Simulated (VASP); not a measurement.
# NaI (Imm2) in VASP: settings compared

Aim: see how the results for NaI move with the level of theory and the settings. Levels: r2SCAN, PBE. Tasks: single point.

All numbers are computed with VASP 6.6.1; they aren't measurements. Logs are shortened: lines on timing, memory, paths and dates and some standing lists are left out, and cuts for length are marked.

### 1 The cell of the first run

It takes space group Imm2 (No. 44, orthorhombic). Conventional cell: a = 4.881 Å, b = 5.141 Å, c = 7.086 Å, α = 90.00°, β = 90.00°, γ = 90.00°. Na (site symmetry mm2) is surrounded by 4 I at 3.06 to 3.08 Å. Around I (site symmetry mm2) lie 4 Na at 3.06 to 3.08 Å.

The cell was built by a generator and needn't be a form met in nature.

### 2 Single point, r2SCAN (shear_xy strain -5.2%)

Input file POSCAR:

```
NaI
1.0
   -0.0921229837      3.5431916810      3.5431916810
    3.5431916810     -0.0921229837      3.5431916810
    3.4510686973      3.4510686973      0.0000000000
Na I
1 1
Direct
   -0.0058328281     -0.0058328281      0.0058328281
    0.2558328281      0.2558328281      0.2441671719
```

Input file INCAR.step1:

```
PREC     = Accurate       # precision mode
ENCUT    = 520            # plane-wave cutoff, eV
ISMEAR   = 0              # smearing method
SIGMA    = 0.01           # smearing width, eV
LREAL    = False          # projectors in reciprocal space
LASPH    = True           # aspherical terms in the spheres
NELM     = 100            # most SCF steps
NBANDS   = 14             # bands
GGA      = PE             # functional
ALGO     = Normal         # electronic algorithm
EDIFF    = 1E-4           # SCF threshold, eV
LWAVE    = True           # write WAVECAR
LCHARG   = False          # write CHGCAR
```

Input file INCAR.step2:

```
PREC     = Accurate       # precision mode
ENCUT    = 520            # plane-wave cutoff, eV
EDIFF    = 1E-6           # SCF threshold, eV
ISMEAR   = 0              # smearing method
SIGMA    = 0.01           # smearing width, eV
LREAL    = False          # projectors in reciprocal space
LASPH    = True           # aspherical terms in the spheres
NELM     = 100            # most SCF steps
ALGO     = Normal         # electronic algorithm
ISIF     = 2              # what is computed and relaxed
LWAVE    = False          # write WAVECAR
LCHARG   = False          # write CHGCAR
METAGGA  = R2SCAN         # meta-GGA
LMIXTAU  = True         
NBANDS   = 14             # bands
ISTART   = 1
```

Input file KPOINTS:

```
Automatic mesh
0
Gamma
  6 6 6
```

Potentials or basis: VASP PAW PBE potentials, release 64 (Na_pv, I).

Command:

```console
$ cat potpaw_PBE.64/Na_pv/POTCAR potpaw_PBE.64/I/POTCAR > POTCAR
$ cp INCAR.step1 INCAR
$ mpirun -np 1 vasp_std > vasp.out
$ cp INCAR.step2 INCAR
$ mpirun -np 1 vasp_std > vasp.out
```

OUTCAR:

```text
PREC = Accurate
   ENCUT = 520
   EDIFF = 1E-6
   ISMEAR = 0
   LREAL = False
   LASPH = True
   NELM = 100
   ISIF = 2
   METAGGA = R2SCAN
   ISTART = 1

 ion  position               nearest neighbor table
   1  0.994  0.994  0.006-   2 3.06   2 3.06   2 3.08   2 3.08
   2  0.256  0.256  0.244-   1 3.06   1 3.06   1 3.08   1 3.08

  LATTYP: Found a body centered orthorhombic cell.
 ALAT       =     4.8805481564
 B/A-ratio  =     1.0533880903
 C/A-ratio  =     1.4519646431

  Lattice vectors:

 A1 = (   0.0921229837,  -3.5431916810,  -3.5431916810)
 A2 = (  -0.0921229837,   3.5431916810,  -3.5431916810)
 A3 = (   3.5431916810,  -0.0921229837,   3.5431916810)

Analysis of symmetry for initial positions (statically):
=====================================================================
 Subroutine PRICEL returns:
 Original cell was already a primitive cell.

 Routine SETGRP: Setting up the symmetry group for a
 body centered orthorhombic supercell.

 Subroutine GETGRP returns: Found  4 space group operations
 (whereof  4 operations were pure point group operations)
 out of a pool of  8 trial point group operations.

The static configuration has the point symmetry C_2v.

Analysis of symmetry for dynamics (positions and initial velocities):
=====================================================================
 Subroutine PRICEL returns:
 Original cell was already a primitive cell.

 Routine SETGRP: Setting up the symmetry group for a
 body centered orthorhombic supercell.

 Subroutine GETGRP returns: Found  4 space group operations
 (whereof  4 operations were pure point group operations)
 out of a pool of  8 trial point group operations.

The dynamic configuration has the point symmetry C_2v.

 Subroutine INISYM returns: Found  4 space group operations
 (whereof  4 operations are pure point group operations),
 and found     1 'primitive' translations

----------------------------------------------------------------------------------------

                                     Primitive cell

  volume of cell :      88.9038

  direct lattice vectors                    reciprocal lattice vectors
    -0.092122984  3.543191681  3.543191681    -0.137539676  0.137539676  0.141115707
     3.543191681 -0.092122984  3.543191681     0.137539676 -0.137539676  0.141115707
     3.451068697  3.451068697  0.000000000     0.144882656  0.144882656 -0.141115707

  length of vectors
[... 94 lines left out ...]
   NUPDOWN=      -1.0000    fix difference up-down
   EMIN   =  10.00;   EMAX   =-10.00  energy-range for DOS
   EFERMI =   0.00;   METHOD = LEGACY
   ISMEAR =     0;   SIGMA  =   0.01  broadening in eV -4-tet -1-fermi 0-gaus
   EFERMI_NEDOS =   21; number of points for ismear=-14 and -15
   IALGO  =     38    algorithm
   IMIX   =      4    mixing-type and parameters
     AMIX     =   0.40;   BMIX     =  1.00
     AMIX_MAG =   1.60;   BMIX_MAG =  1.00
  volume/ion in A,a.u.               =      44.45       299.98
  Fermi-wavevector in a.u.,A,eV,Ry     =   0.884051  1.670615 10.633586  0.781547
  Thomas-Fermi vector in A             =   2.004899
   LORBIT       =      0    0 simple, 1 ext, 2 COOP (PROOUT), +10 PAW based schemes
   METAGGA = R2SCAN    functional components
   LHFCALC =     F    Hartree Fock is set to
   AEXX    =    0.0000 exact exchange contribution
   IVDW    =     0    specifies the selected vdW correction
   LEPSILON=     F    determine dielectric tensor
   LRPA    =     F    only Hartree local field effects (RPA)
 non-spin polarized calculation
 Gauss-broadening in eV      SIGMA  =   0.01
  energy-cutoff  :      520.00
  volume of cell :       88.90
 maximum number of plane-waves:      2410
 NGX is ok and might be reduce to    40
   NGX = 19   NGY = 19   NGZ = 19

 number of electron      14.0000004 magnetization

 Free energy of the ion-electron system (eV)
  ---------------------------------------------------
  ext. energy  EPLUGINS =         0.00000000
  ---------------------------------------------------
  free energy    TOTEN  =       -30.91593557 eV

  energy without entropy =      -30.91593557  energy(sigma->0) =      -30.91593557

 E-fermi :  -1.2344     XC(G=0):  -6.8054

 val. band max:       -1.3716961037   @ k =   0.0000   0.0000   0.0000
 cond. band min:       2.9604916502   @ k =   0.0000   0.0000   0.0000
 fundamental gap:      4.3321877539
 Fermi energy:        -1.2343881999

 k-point     1 :       0.0000    0.0000    0.0000
  band No.  band energies     occupation
      1     -24.3461      2.00000
      2     -24.3440      2.00000
      3     -24.3420      2.00000
      4     -12.1897      2.00000
      5      -1.5237      2.00000
      6      -1.4565      2.00000
      7      -1.3717      2.00000
      8       2.9605      0.00000
      9       6.8790      0.00000
     10       7.1192      0.00000
     11       7.3584      0.00000
     12       8.8171      0.00000
     13       8.8342      0.00000
     14      10.4009      0.00000
[... 377 lines left out ...]
      1     -24.3474      2.00000
      2     -24.3460      2.00000
      3     -24.3427      2.00000
      4     -12.0162      2.00000
      5      -2.4637      2.00000
      6      -1.8896      2.00000
      7      -1.8816      2.00000
      8       4.4601      0.00000
      9       5.8632      0.00000
     10       7.3638      0.00000
     11       8.3690      0.00000
     12       9.3296      0.00000
     13      10.7157      0.00000
     14      11.1323      0.00000

 [... further k-points ...]

------------------------ aborting loop because EDIFF is reached ----------------------------------------

  FORCE on cell =-STRESS in cart. coord.  units (eV):
  Direction    XX          YY          ZZ          XY          YZ          ZX
  --------------------------------------------------------------------------------------
  -------------------------------------------------------------------------------------
  Total       -0.0389616     -0.0389616     -0.0483746      0.0914721      0.0000000      0.0000000
  in kB       -0.7021454     -0.7021454     -0.8717812      1.6484630      0.0000000      0.0000000
  external PRESSURE =      -0.7586907 kB  Pullay stress =       0.0000000 kB

 VOLUME and BASIS-vectors are now :
 -----------------------------------------------------------------------------
  energy-cutoff  :      520.00
  volume of cell :       88.90
      direct lattice vectors                 reciprocal lattice vectors
    -0.092122984  3.543191681  3.543191681    -0.137539676  0.137539676  0.141115707
     3.543191681 -0.092122984  3.543191681     0.137539676 -0.137539676  0.141115707
     3.451068697  3.451068697  0.000000000     0.144882656  0.144882656 -0.141115707

 POSITION                                       TOTAL-FORCE (eV/Angst)
 -----------------------------------------------------------------------------------
      3.45107      3.45107      7.04505         0.000000      0.000000     -0.002426
      1.72553      1.72553      1.81293        -0.000000     -0.000000      0.002426
 -----------------------------------------------------------------------------------
    total drift:                                0.000063      0.000063      0.003545

  FREE ENERGIE OF THE ION-ELECTRON SYSTEM (eV)
  ---------------------------------------------------
  free  energy   TOTEN  =       -30.9159355749 eV

  energy  without entropy=      -30.9159355749  energy(sigma->0) =      -30.91593557
```

OUTCAR.step1:

```text
PREC = Accurate
   ENCUT = 520
   ISMEAR = 0
   LREAL = False
   LASPH = True
[... 633 lines left out ...]
      3.45107      3.45107      7.04505         0.000000      0.000000     -0.005711
      1.72553      1.72553      1.81293        -0.000000     -0.000000      0.005711
 -----------------------------------------------------------------------------------
    total drift:                               -0.000007     -0.000007      0.000259

  FREE ENERGIE OF THE ION-ELECTRON SYSTEM (eV)
  ---------------------------------------------------
  free  energy   TOTEN  =        -5.2879666872 eV

  energy  without entropy=       -5.2879666872  energy(sigma->0) =       -5.28796669
```

OSZICAR.step1:

```text
N       E                     dE             d eps       ncg     rms          rms(c)
DAV:   1     0.784483479225E+02    0.78448E+02   -0.62139E+03  1288   0.874E+02
DAV:   2     0.192903046058E+01   -0.76519E+02   -0.71697E+02  1384   0.202E+02
DAV:   3    -0.519540447461E+01   -0.71244E+01   -0.70862E+01  1624   0.601E+01
DAV:   4    -0.538400933284E+01   -0.18860E+00   -0.18857E+00  1710   0.104E+01
DAV:   5    -0.538758659484E+01   -0.35773E-02   -0.35772E-02  1724   0.135E+00    0.165E+00
DAV:   6    -0.528662621811E+01    0.10096E+00   -0.13095E-01  1468   0.170E+00    0.113E+00
DAV:   7    -0.527825275155E+01    0.83735E-02   -0.10498E-01  1576   0.139E+00    0.704E-01
DAV:   8    -0.528775856663E+01   -0.95058E-02   -0.10793E-02  1414   0.670E-01    0.220E-01
DAV:   9    -0.528757623739E+01    0.18233E-03   -0.24473E-04  1630   0.137E-01    0.708E-02
DAV:  10    -0.528794910808E+01   -0.37287E-03   -0.45165E-04  1438   0.130E-01    0.202E-02
DAV:  11    -0.528796668724E+01   -0.17579E-04   -0.34899E-05  1644   0.465E-02
   1 F= -.52879667E+01 E0= -.52879667E+01  d E =-.955252E-36
```

It took 2.1 min on 1 thread of Intel Xeon Platinum 8488C (Sapphire Rapids), shared host; peak memory 0.27 GiB.

What came out:

* Free energy: -30.9159 eV
* Pressure: -0.1 GPa
* Band gap on the k mesh: 4.33 eV, direct

Forces in eV/Å, atoms in the order of the input:
```
Na   0.000  0.000 -0.002
I    0.000  0.000  0.002
```

Caveat: the PAW data sets were made with another functional, which shifts forces and pressure a little; spin-orbit coupling is left out, which moves the levels of the heavy elements.

### 3 Single point, PBE (shear_xy strain -5.2%)

Input file INCAR:

```
SYSTEM = NaI
PREC     = Accurate       ! precision mode
ENCUT    = 520            ! plane-wave cutoff, eV
EDIFF    = 1E-7           ! SCF threshold, eV
ISMEAR   = -1             ! smearing method
SIGMA    = 0.02           ! smearing width, eV
LREAL    = .False.        ! projectors in reciprocal space
LASPH    = .True.         ! aspherical terms in the spheres
NELM     = 100            ! most SCF steps
ALGO     = Normal         ! electronic algorithm
ISIF     = 2              ! what is computed and relaxed
LWAVE    = .False.        ! write WAVECAR
LCHARG   = .False.        ! write CHGCAR
GGA      = PE             ! functional
NBANDS   = 14             ! bands
```

Input file KPOINTS:

```
Automatic mesh
0
Gamma
  6 6 6
  0 0 0
```

POSCAR is that of step 2.

Potentials or basis: VASP PAW PBE potentials, release 64 (Na_pv, I).

Command:

```console
$ cat potpaw_PBE.64/Na_pv/POTCAR potpaw_PBE.64/I/POTCAR > POTCAR
$ mpirun -np 1 vasp_std > vasp.out
```

Run time: 42 s. Hardware: 1 thread of Intel Xeon Platinum 8488C (Sapphire Rapids), shared host; peak memory 0.25 GiB.

Results (log left out):

```yaml
Free_energy: -5.2880 eV
Pressure: 0.4 GPa
Largest_force: 0.006 eV/Å
Band_gap_on_the_k_mesh: 3.73 eV, direct
```

Forces in eV/Å, atoms in the order of the input:
```
Na   0.000  0.000 -0.006
I    0.000  0.000  0.006
```

Stress tensor (GPa, compression positive):
```
0.38 0.16 0.00
0.16 0.38 0.00
0.00 0.00 0.36
```

Levels at points of the mesh, in eV from the valence-band top:
```csv
k point,band 4,band 5,band 6,band 7,band 8,band 9,band 10,band 11
"(0.00, 0.00, 0.00)",-10.51,-0.15,-0.08,0.00,3.73,7.60,7.83,8.05
"(0.50, 0.00, 0.00)",-10.39,-1.32,-0.20,-0.13,5.36,7.52,7.61,7.79
"(0.50, 0.50, 0.00)",-10.34,-1.21,-0.57,-0.37,5.08,6.14,8.94,10.24
"(0.00, 0.00, 0.50)",-10.37,-1.29,-0.28,-0.22,5.30,7.40,7.58,7.71
"(0.50, 0.00, 0.50)",-10.34,-1.21,-0.48,-0.47,5.10,6.11,8.91,10.35
```

Caveat: spin-orbit coupling is left out, which moves the levels of the heavy elements.
